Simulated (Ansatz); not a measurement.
**AgCl: moving Cl off its site**

AgCl, Pm-3m, a = 3.434 Å (as given, not relaxed at this level: -7.6 GPa). This isn't the usual stable structure of the compound. Ansatz: LDA, PAW, 420 eV, Γ-centred 10×10×10 mesh on 2 atoms, Gaussian smearing 0.03 eV; no spin polarisation.

```yaml
crystal:
  lattice:
    - [3.43397, 0.00000, 0.00000]
    - [0.00000, 3.43397, 0.00000]
    - [0.00000, 0.00000, 3.43397]
  atoms:
    - { symbol: Ag, position: [0.00000, 0.00000, 0.00000] }
    - { symbol: Cl, position: [0.50000, 0.50000, 0.50000] }
```

Atom 2 (Cl) moves by x along the unit vector (-1.000, 0.000, 0.000), with its periodic images; all else is held. y is the free energy of the cell over the start, F the force along the path summed over the moved atoms. Symmetry makes y even in x.

| x (Å) | y (meV) | F (eV/Å) |
| --- | --- | --- |
| -0.5000 | ? | ? |
| -0.2500 | -11.97 | -0.09 |
| 0.0000 | 0.00 | 0.00 |
| 0.0625 | -0.82 | 0.03 |
| 0.1250 | -3.23 | 0.05 |
| 0.1875 | -7.03 | 0.07 |
| 0.3125 | -17.67 | 0.10 |
| 0.3750 | -23.74 | 0.10 |
| 0.4375 | -29.77 | 0.09 |

Q: Fit y = c2 x² + c4 x⁴ to the energies of the other rows, give the force constant, and predict energy and force of the missing row.

A: Least squares on the rows shown. y = −208.13 x² + 275.89 x⁴. The force constant is 2 c2 = -0.416 eV/Å², negative: the site is a maximum along this line, for the cell as given, at -7.6 GPa (for all images moving together, not for a lone atom). The force −dy/dx at the missing row is -0.07 eV/Å (computed -0.08). At x = -0.5000 the fit asked for gives -34.79 meV. The run gave -35.34 meV, so the fit is 0.55 meV too high, 1.6 % of the span of the series, against an rms of 0.04 meV on the fitted rows. The row lies outside the fitted range. With a term in x⁶ added, a fit to the same known rows predicts -35.41 meV, so most of the miss is curvature that the known rows already hold.